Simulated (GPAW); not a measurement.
## TaN: single point with RPBE

Crystal: TaN.

```
CELL_PARAMETERS angstrom
2.92177 0.00000 0.00000
-1.46088 2.53033 0.00000
0.00000 0.00000 5.91652
ATOMIC_POSITIONS crystal
Ta 0.00000 0.00000 0.50000
Ta 0.00000 0.00000 0.00000
N 0.33333 0.66667 0.25000
N 0.66667 0.33333 0.75000
```

The cell comes from a database or a generator and needn't be the stable form of this composition.

```yaml
Program: GPAW 26.7.0
Task: single point
Functional: RPBE
Potentials_or_basis: the program's PAW data sets (release 1.2.1) made for this functional
Cutoff: 800 eV
Basis: pw
k_mesh: 10 × 10 × 5
Occupations: gaussian, width 0.02 eV
Spin: no spin polarisation
Maxiter: 150
```

```json
{
 "Pressure": "4.2 GPa",
 "Band gap on the k mesh": "none (metal or under the smearing width)"
}
```

Stress tensor (GPa, compression positive):
```
3.86 0.00 0.00
0.00 3.86 0.00
0.00 0.00 4.79
```

Levels at points of the mesh, in eV from the Fermi level:
```
           k point  band 14  band 15  band 16  band 17  band 18  band 19  band 20  band 21  band 22  band 23
(0.00, 0.00, 0.00)    -4.23    -3.48    -1.98    -1.98    -0.19    -0.19     0.58     0.58     2.36     3.12
(0.50, 0.50, 0.00)    -5.34    -4.14    -3.65    -2.80    -2.08     2.85     3.93     4.79     5.13     5.39
```

Wall time 63 s on 1 thread of Arm Neoverse V2 (shared host), peak memory 0.25 GiB.

Spin-orbit coupling is left out, which matters for the levels of Ta.
